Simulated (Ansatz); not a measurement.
# Profile along the Al–O line in LaAlO3 (cubic perovskite)

LaAlO3 (cubic perovskite)

Space group Pm-3m (No. 221); a = 3.787 Å, b = 3.787 Å, c = 3.787 Å, α = 90.00°, β = 90.00°, γ = 90.00°

| atom | site | symmetry | x | y | z |
|---|---|---|---|---|---|
| La | 1a | m-3m | 0.0000 | 0.0000 | 0.0000 |
| Al | 1b | m-3m | 0.5000 | 0.5000 | 0.5000 |
| O | 3c | 4/mm.m | 0.0000 | 0.5000 | 0.5000 |

Fields along a shortest Al–O line of a {100} plane (1.89 Å), from Al to O, interpolated on the slice's grid (step about 0.2 Å). Level of theory: r2SCAN (plane waves to 500 eV, PAW, scalar-relativistic; Ansatz, a program for electronic structure). k mesh 9×9×9. Near the nuclei the fields are pseudised (PAW); where an atom keeps semicore shells as valence, they peak there. LaAlO3 is run without spin polarisation. LaAlO3 was relaxed with its symmetry unable to fall. This is a high-temperature form of LaAlO3.

| distance from Al (Å) | valence electron density (e/Å³) | electron localisation function | density of the highest valence band (e/Å³) | density of the lowest conduction band (e/Å³) |
|---|---|---|---|---|
| 0.00 | 0.05 | x | 0.000 | 0.000 |
| 0.09 | 0.05 | x | 0.000 | 0.000 |
| 0.19 | 0.05 | x | 0.000 | 0.000 |
| 0.28 | 0.06 | x | 0.000 | 0.000 |
| 0.38 | 0.07 | x | 0.001 | 0.000 |
| 0.47 | 0.09 | 0.01 | 0.002 | 0.000 |
| 0.57 | 0.14 | 0.08 | 0.004 | 0.000 |
| 0.66 | 0.21 | 0.27 | 0.006 | 0.000 |
| 0.76 | 0.31 | 0.54 | 0.010 | 0.000 |
| 0.85 | 0.43 | 0.71 | 0.015 | 0.001 |
| 0.94 | 0.59 | 0.78 | 0.022 | 0.001 |
| 1.04 | 0.81 | 0.82 | 0.032 | 0.001 |
| 1.13 | 1.14 | 0.84 | 0.046 | 0.002 |
| 1.23 | 1.64 | 0.85 | 0.065 | 0.003 |
| 1.32 | 2.43 | 0.84 | 0.088 | 0.005 |
| 1.42 | 3.55 | 0.80 | 0.106 | 0.006 |
| 1.51 | 4.82 | x | 0.109 | 0.008 |
| 1.61 | 6.02 | x | 0.090 | 0.010 |
| 1.70 | 6.91 | x | 0.055 | 0.010 |
| 1.80 | 7.44 | x | 0.019 | 0.010 |
| 1.89 | 7.60 | x | 0.004 | 0.010 |

x: too close to a nucleus for the ELF to mean much. Band densities are of whole bands, smooth part only.

Density on the Al–O line (1.89 Å) at its midpoint: 0.59 e/Å³. ELF at that point: 0.78. ELF maximum in the middle third of the Al–O line: 0.85, 1.2 Å from Al.
